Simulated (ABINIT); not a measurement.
The system is Br.

```xyz
1
Lattice="-1.4235 1.4235 3.5775 1.4235 -1.4235 3.5775 1.4235 1.4235 -3.5775" Properties=species:S:1:pos:R:3 pbc="T T T"
Br    0.0000    0.0000    0.0000
```

```yaml
Program: ABINIT 10.8.3 (patched build)
Task: relaxation of cell and atoms
Functional: PBEsol
Potentials_or_basis: PseudoDojo NC SR PBEsol v0.4.1 standard
Cutoff: 626 eV
k_mesh: 10 × 10 × 10
Occupations: fermi-dirac, width 0.05 eV
Spin: no spin polarisation
```

At the start: pressure -1.1 GPa; volume 29.00 Å³/atom.

**Question.** How do energy, volume and symmetry change on relaxing?

**Answer.** Over 8 steps the energy falls by 3.8 meV/atom and the volume is 28.78 Å³/atom (-0.7 %); space group I4/mmm (No. 139, to 0.05 Å).

The path:
```tsv
step	energy change (eV)	largest force (eV/Å)	pressure (GPa)	volume (Å³)
1	0.0000	0.0000	-1.13	29.00
2	-0.0011	0.0000	-0.95	28.90
3	-0.0036	0.0000	0.11	28.38
4	-0.0036	0.0000	0.04	28.43
5	-0.0037	0.0000	-0.01	28.50
6	-0.0037	0.0000	-0.06	28.66
7	-0.0037	0.0000	-0.03	28.77
8	-0.0038	0.0000	0.00	28.78
```

Final structure:
```yaml
crystal:
  lattice:
    - [-1.40795, 1.40795, 3.62974]
    - [1.40795, -1.40795, 3.62974]
    - [1.40795, 1.40795, -3.62974]
  atoms:
    - { symbol: Br, position: [0.00000, 0.00000, 0.00000] }
```

Caveat: an odd number of electrons without spin polarisation forces a metal; a magnetic or distorted state may lie lower.
